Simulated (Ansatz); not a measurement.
The system is Ge.

```
Ge
1.0
     0.00000    2.82891    2.82891
     2.82891    0.00000    2.82891
     2.82891    2.82891    0.00000
Ge
2
Direct
  0.75000 0.75000 0.75000
  0.50000 0.50000 0.50000
```

```yaml
Program: Ansatz 0.2.0
Task: relaxation of cell and atoms
Functional: PBE
Potentials_or_basis: Ansatz PAW
Cutoff: "420 eV (not typed: the program's choice for these potentials)"
k_mesh: 8 × 8 × 8
Occupations: fermi-dirac, width 0.05 eV
Spin: no spin polarisation
```

At the start: volume 22.64 Å³/atom.

Question: Where does the relaxation end?

Answer: It ends after 5 steps and the volume is 23.91 Å³/atom (+5.6 %); space group Fd-3m (No. 227, to 0.05 Å).

Step by step:
```
step  energy change (eV)  largest force (eV/Å)  volume (Å³)
   1              0.0000                0.0000        45.28
   2             -0.0260                0.0000        47.25
   3             -0.0271                0.0000        47.77
   4             -0.0271                0.0000        47.82
   5             -0.0276                0.0000        47.82
```

Final structure:
```
CELL_PARAMETERS angstrom
0.00000 2.88080 2.88080
2.88080 0.00000 2.88080
2.88080 2.88080 0.00000
ATOMIC_POSITIONS crystal
Ge 0.75000 0.75000 0.75000
Ge 0.50000 0.50000 0.50000
```

The cell as given is a measured one (22.64 Å³/atom); PBE puts the equilibrium volume +5.6 % from it, thermal expansion not counted.

Caveat: the plane-wave basis is chosen anew once the cell has moved, so the energies of steps on either side of that aren't comparable.
